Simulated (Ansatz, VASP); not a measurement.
**Fe in VASP and in Ansatz**

```xyz
2
Lattice="2.3845 0.0000 0.0000 -1.1922 2.0650 0.0000 0.0000 0.0000 3.7635" Properties=species:S:1:pos:R:3 pbc="T T T"
Fe    0.0000    1.3767    0.9409
Fe    1.1922    0.6883    2.8226
```

Change from the starting cell: volume scaled by 0.94, PAW files.

Alike in both runs: task electric field gradients; functional PBE; k mesh 17 × 17 × 10; occupations fermi-dirac, width 0.08 eV; no spin polarisation.

|  | VASP | Ansatz |
| --- | --- | --- |
| version | VASP 6.6.1 | Ansatz 0.2.0 |
| potentials or method | VASP PAW PBE potentials, release 64 (Fe) | PAW with Ansatz's default frozen-core files, scalar-relativistic |
| plane-wave cutoff (eV) | 520 | 420 |
| valence electrons in the cell | 16 | 32 |

|  | VASP | Ansatz | Ansatz less VASP |
| --- | --- | --- | --- |
| pressure (GPa) | 33.9 | 34.9 | +1.08 |
| largest component of the traceless stress (GPa) | 1.46 | 1.65 | +0.196 |
| Vzz of the field gradient on the site that differs most (V/Å²) | -8.8 | -4.1 | +4.70 |

The functional is the same, so the differences come from potentials, cutoffs and numerics. The two sets of potentials don't hold the same shells in valence.

Caveats: so large a pressure means that the cell lies far from this level's equilibrium, or that cutoff or potentials fall short (VASP); the run has no spin polarisation, though such a crystal can be magnetic. Spin polarisation is off, so any magnetic state and its effect on volume and gap are missing.
